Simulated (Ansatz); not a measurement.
**Ge: what a guessed cell relaxes into**

Aim: relax a trial structure of Ge and see where it ends.

Method: DFT PBE, scalar-relativistic, plane waves, PAW, in Ansatz 0.2.0.

### Step 1. The starting structure

It takes space group I4_1/amd (No. 141, tetragonal). Conventional cell: a = 3.991 Å, b = 3.991 Å, c = 13.824 Å, α = 90.00°, β = 90.00°, γ = 90.00°. Ge (site symmetry 2mm) has 3 Ge at 2.30 Å as nearest neighbours.

Structure file:

```
Ge
1.0
    -1.99532    1.99532    6.91200
     1.99532   -1.99532    6.91200
     1.99532    1.99532   -6.91200
Ge
4
Direct
  0.08333 0.08333 0.00000
  0.83333 0.33333 0.50000
  0.91667 0.91667 0.00000
  0.66667 0.16667 0.50000
```

Recipe of the guess: 3-connected net of one element (I4_1/amd, No. 141). Lengths come from tabulated atomic sizes and are only a guess.

### Step 2. The guess as it stands, on a coarse mesh

Input file input.yaml:

```yaml
crystal:
  lattice:
    - [-1.99532256, 1.99532256, 6.9119999]
    - [1.99532256, -1.99532256, 6.9119999]
    - [1.99532256, 1.99532256, -6.9119999]
  atoms:
    - { symbol: Ge, position: [0.08333334, 0.08333334, 0.0] }
    - { symbol: Ge, position: [0.83333334, 0.33333334, 0.5] }
    - { symbol: Ge, position: [0.91666666, 0.91666666, 0.0] }
    - { symbol: Ge, position: [0.66666666, 0.16666666, 0.5] }
basis:
  ecutwfc: 420
kpoints:
  mp_grid: { grid: [6, 6, 6] }
hamiltonian:
  xc: pbe
scf:
  occupations: { method: gaussian, width: 0.1 }
  lower_state_search: "off"
output:
  forces: true
  stress: true
  eigenvalues: true
```

On the command line:

```bash
ansatz run input.yaml --threads 1 --pin off --max-ram 2560MiB --backend cpu --events-out ev --progress --plain --runs-dir out
```

The session goes on with these runs: coarse relaxation; full relaxation.

**Question.** What will these runs give? Wanted: conventional cell; volume; energy over the standard state; gap on the mesh.

As calculated:

```
                              quantity                                                                       value
symmetry at the end (tolerance 0.05 Å)                                              space group I4_1/amd (No. 141)
                     conventional cell  a = 3.998 Å, b = 3.998 Å, c = 15.162 Å, α = 90.00°, β = 90.00°, γ = 90.00°
                                volume                                                               30.30 Å³/atom
        energy over the standard state                                                               +0.64 eV/atom
                       gap on the mesh                                                                none (metal)
```

The space group I4_1/amd (No. 141) is kept, and the volume per atom grows by 10.1 % from the first guess. It lies above the element's standard state, so it is metastable at best. No finished test with a distortion of lower symmetry is shown, so the end may be a saddle point.
